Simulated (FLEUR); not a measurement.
# MgS (Niningerite) under changes of volume

One of the cells (17.609 Å³/atom); the others are scaled copies at fixed shape and fractional positions:

```xyz
2
Lattice="0.0000 2.6016 2.6016 2.6016 0.0000 2.6016 2.6016 2.6016 0.0000" Properties=species:S:1:pos:R:3 pbc="T T T"
S     2.6016    2.6016    2.6016
Mg    0.0000    0.0000    0.0000
```

| Item | Value |
| --- | --- |
| Program | FLEUR MaX-R8.1 (later development tree) |
| Functional | LDA |
| Potentials or basis | all-electron |
| Basis | FLAPW |
| Kmax | 4.43 1/bohr |
| k mesh | 9 × 9 × 9 |
| Occupations | fermi-dirac, width 0.05 eV |
| Spin | no spin polarisation |

```tsv
volume (Å³/atom)	energy over the lowest point (meV/atom)	gap on the mesh (eV)
16.553	1.50	2.82
16.905	0.00	2.78
17.609	?	?
18.314	28.19	2.61
18.666	42.16	2.57
```

Question: What does the run at 17.609 Å³/atom give?

Answer: Energy over the lowest point 7.97 meV/atom; gap on the mesh 2.69 eV.

Worked out: A Birch-Murnaghan fit of order 2 (a polynomial in V^(-2/3)) to the other rows has its minimum at 16.86 Å³/atom with B0 = V·E''(V) = 83 GPa. It gives 7.94 meV/atom at 17.609 Å³/atom, against the run's 7.97. A straight line through the other rows of the gap, of slope -2.09 eV per unit of ln V, gives 2.69 eV, against the run's 2.69.

Energies are extrapolated to zero smearing.

Caveats: an odd mesh through Γ misses points on the zone boundary, where band edges often lie.
